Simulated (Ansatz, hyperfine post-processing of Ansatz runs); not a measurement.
# Reading the 7Li spectrum of Li2CrF6

Calculated values: DFT, PBEsol+U, plane-wave PAW, default files (PAW set soft_2), collinear spin, scalar-relativistic (Ansatz), contact and point-dipole shifts scaled to 320 K with Θ = 0 K (a pure Curie law); spin-only moments, above the ordering temperature.

```cif
data_structure
_symmetry_space_group_name_H-M 'P 1'
_symmetry_Int_Tables_number 1
_cell_length_a 4.5870
_cell_length_b 4.5840
_cell_length_c 9.9930
_cell_angle_alpha 90.000
_cell_angle_beta 117.270
_cell_angle_gamma 90.000
_cell_volume 186.77
loop_
_atom_site_label
_atom_site_type_symbol
_atom_site_fract_x
_atom_site_fract_y
_atom_site_fract_z
_atom_site_occupancy
Cr1 Cr 0.00000 0.50000 0.50000 1
Cr2 Cr 0.00000 0.00000 0.00000 1
F3 F 0.27845 0.21862 0.49954 1
F4 F 0.72155 0.71862 0.00046 1
F5 F 0.72155 0.78138 0.50046 1
F6 F 0.27845 0.28138 0.99954 1
F7 F 0.95779 0.30803 0.65115 1
F8 F 0.04221 0.80803 0.84885 1
F9 F 0.04221 0.69197 0.34885 1
F10 F 0.95779 0.19197 0.15115 1
F11 F 0.34712 0.69180 0.65259 1
F12 F 0.65288 0.19180 0.84741 1
F13 F 0.65288 0.30820 0.34741 1
F14 F 0.34712 0.80820 0.15259 1
Li15 Li 0.33819 0.50267 0.83390 1
Li16 Li 0.66181 0.00267 0.66610 1
Li17 Li 0.66181 0.49733 0.16610 1
Li18 Li 0.33819 0.99733 0.33390 1
```

7Li MAS at 11.7 T (193.6 MHz), 30 kHz, 320 K; contact and dipolar shift alone, no orbital or quadrupolar part; lines under 1.5 % of the strongest are left out. Lines of the NMR spectrum (strongest = 100):

```csv
position (ppm),intensity
151.7,12
306.6,100
461.6,8.4
616.5,2.4
```

Q: Find the isotropic shifts among the lines and assign them to the Li sites.

Sidebands are spaced by 155 ppm (the spinning rate over the resonance of 193.6 MHz). An isotropic line need not be the tallest: it is the area-weighted centre of its own family of sidebands, and the one that stays put when the rate is changed. Isotropic shifts: 307 ppm for atom 15 and the 3 atoms equivalent to it (5 Cr through links of 99° (2) and 133 to 137° (4)), reduced anisotropy 185 ppm.

[Logs are printed without paths, hosts, clocks, repeated set-up lines and the standing remarks that a program may print on its own settings, such as how far it seeks lower states.]

[Hosts, paths, dates, database ids (printed as entryN), source tags and the programs' standing remarks are cut or masked in the printed files.]
